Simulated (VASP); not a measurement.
**VASP inputs for NaCl (rocksalt)**

INCAR, step 1 (ground state)

```
LASPH = .TRUE.
EDIFF = 1E-7
NELM = 120
ENCUT = 450
LWAVE = .TRUE.
LCHARG = .FALSE.
GGA = PE
ISMEAR = 0
LREAL = .FALSE.
SIGMA = 0.01
PREC = Accurate
```

INCAR, step 2 (empty bands)

```
LASPH = .TRUE.
EDIFF = 1E-7
NBANDS = 139
NELM = 1
SIGMA = 0.01
LWAVE = .TRUE.
ALGO = Exact
PREC = Accurate
LCHARG = .FALSE.
ENCUT = 450
GGA = PE
ISTART = 1
LREAL = .FALSE.
LOPTICS = .TRUE.
ISMEAR = 0
```

INCAR, step 3 (GW)

```
NBANDSGW = 16
PRECFOCK = Fast
PREC = Accurate
ENCUTGW = 120
LREAL = .FALSE.
LCHARG = .FALSE.
NBANDS = 139
LWAVE = .FALSE.
NOMEGA = 64
LASPH = .TRUE.
NELM = 120
ENCUTGWSOFT = 120
ALGO = EVGW0
ISMEAR = 0
NELMGW = 3
ISTART = 1
EDIFF = 1E-7
SIGMA = 0.01
GGA = PE
ENCUT = 450
```

KPOINTS

```
KPOINTS created by Atomic Simulation Environment
0
Gamma
4 4 4
0 0 0
```

POSCAR

```
Na Cl
 1.0000000000000000
    -0.0000000000000000    2.8026988166785491    2.8026988166785491
     2.8026988166785491    0.0000000000000000    2.8026988166785491
     2.8026988166785491    2.8026988166785491    0.0000000000000000
 Na  Cl
   1   1
Cartesian
  0.0000000000000000 -0.0000000000000000  0.0000000000000000
  2.8026988166785491  2.8026988166785491  2.8026988166785491
```

VASP ran with the GW set of PAW datasets (16 valence electrons in the cell).

Q: Estimate the main results of this run.

A: PBE gap on the mesh 5.19 eV; G₀W₀ gap on the mesh 8.01 eV.

Q: How does updating the eigenvalues in G change the gap?

A: Gap on the mesh by iteration: 8.01, 8.42, 8.48 eV.
